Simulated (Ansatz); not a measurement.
This script drives the Ansatz DFT code, driven from Python.

`bands.py`:
```python
# -*- coding: utf-8 -*-
import sys
import warnings

import ansatz as az
import numpy as np

warnings.simplefilter('ignore', az.DeckWarning)

structure = (
    az.Lattice.of((2.07995269, -5.99129686, 0.0), (2.07995269, 5.99129686, 0.0), (0.0, 0.0, 4.27932094))
    .atom('Pb', (0.86943665, 0.13056335, 0.75))
    .atom('Pb', (0.13056335, 0.86943665, 0.25))
    .atom('S', (0.64520291, 0.35479709, 0.75))
    .atom('S', (0.35479709, 0.64520291, 0.25))
)

path = [
    ('G', (0.0, 0.0, 0.0)),
    ('S', (0.0, 0.5, 0.0)),
    ('R', (0.0, 0.5, 0.5)),
    ('Z', (0.0, 0.0, 0.5)),
    ('T', (-0.5, 0.5, 0.5)),
]
setup = (
    structure.calculation()
    .functional(az.Functional.R2SCAN)
    .basis(600)
    .kpoints(6, center='gamma')
    .occupations('Fermi-Dirac', width=0.05)
    .band_structure([point for _, point in path], intervals=6)
    .scf(extra_bands=10)
)
try:
    result = setup.run(threads=1, backend='cpu')
except az.NonConvergedError as error:
    sys.exit(f'no convergence: {error}')
except az.RefusalError as error:
    sys.exit(f'input refused: {error}')
report = result.report

print(f'free energy      {report["free_energy_ev"]:.5f} eV')
print(f'per atom         {report["free_energy_ev"] / len(result.lattice.sites):.5f} eV')
print(f'SCF iterations   {report["n_iterations"]}  (converged: {report["converged"]})')

bands = result.band_structure()
fermi = bands.fermi_energy_ev
print(f'zero of the bands: {fermi:.3f} eV, the Fermi level found on the SCF mesh')
for spin, channel in enumerate(bands.channels):
    levels = channel.eigenvalues_ev - fermi
    crossing = [b for b in range(levels.shape[1]) if levels[:, b].min() < 0 < levels[:, b].max()]
    print(f'channel {spin}: bands that cross the Fermi level on this path:', [b + 1 for b in crossing] or 'none')
    shown = crossing or sorted(np.argsort(np.abs(levels).min(axis=0))[:2])
    for k, row in zip(bands.kpoints_frac, levels[:, shown]):
        print(f'{k[0]:7.3f} {k[1]:7.3f} {k[2]:7.3f}  ', ' '.join(f'{e:8.3f}' for e in row))
```

It is started by `python bands.py`. How long does it take on 1 thread of Arm Neoverse V1 (shared host), and how much memory does it need?

It took about 32 s, with a peak of 0.9 GiB, for 1 run of the engine.

```console
$ python bands.py
free energy      -25655.92307 eV
per atom         -6413.98077 eV
SCF iterations   7  (converged: True)
zero of the bands: 8.040 eV, the Fermi level found on the SCF mesh
channel 0: bands that cross the Fermi level on this path: none
  0.000   0.000   0.000     -2.295   -1.267
  0.000   0.083   0.000     -2.257   -1.277
  0.000   0.167   0.000     -1.924   -1.303
  0.000   0.250   0.000     -1.597   -1.257
  0.000   0.333   0.000     -1.588   -0.990
  0.000   0.417   0.000     -1.425   -0.886
  0.000   0.500   0.000     -1.089   -1.077
  0.000   0.500   0.083     -1.328   -1.139
  0.000   0.500   0.167     -1.973   -1.528
  0.000   0.500   0.250     -2.379   -1.974
  0.000   0.500   0.333     -2.355   -2.173
  0.000   0.500   0.417     -2.300   -2.224
  0.000   0.500   0.500     -2.255   -2.255
  0.000   0.417   0.500     -2.321   -2.321
  0.000   0.333   0.500     -2.460   -2.460
  0.000   0.250   0.500     -2.405   -2.405
  0.000   0.167   0.500     -1.815   -1.815
  0.000   0.083   0.500     -1.139   -1.139
  0.000   0.000   0.500     -0.838   -0.838
 -0.083   0.083   0.500     -0.855   -0.855
 -0.167   0.167   0.500     -0.902   -0.902
 -0.250   0.250   0.500     -0.966   -0.966
 -0.333   0.333   0.500     -1.039   -1.039
 -0.417   0.417   0.500     -1.110   -1.110
 -0.500   0.500   0.500     -1.147   -1.147
```

Total energies depend on the potentials; only differences at equal settings carry meaning. In a crystal with a gap the Fermi level's place inside it depends on smearing and mesh. Spin-orbit coupling, which matters for elements this heavy, is left out. This cell is a computed structure, which may not be the phase found in nature. Levels are Kohn-Sham eigenvalues on this mesh, without spin-orbit coupling.
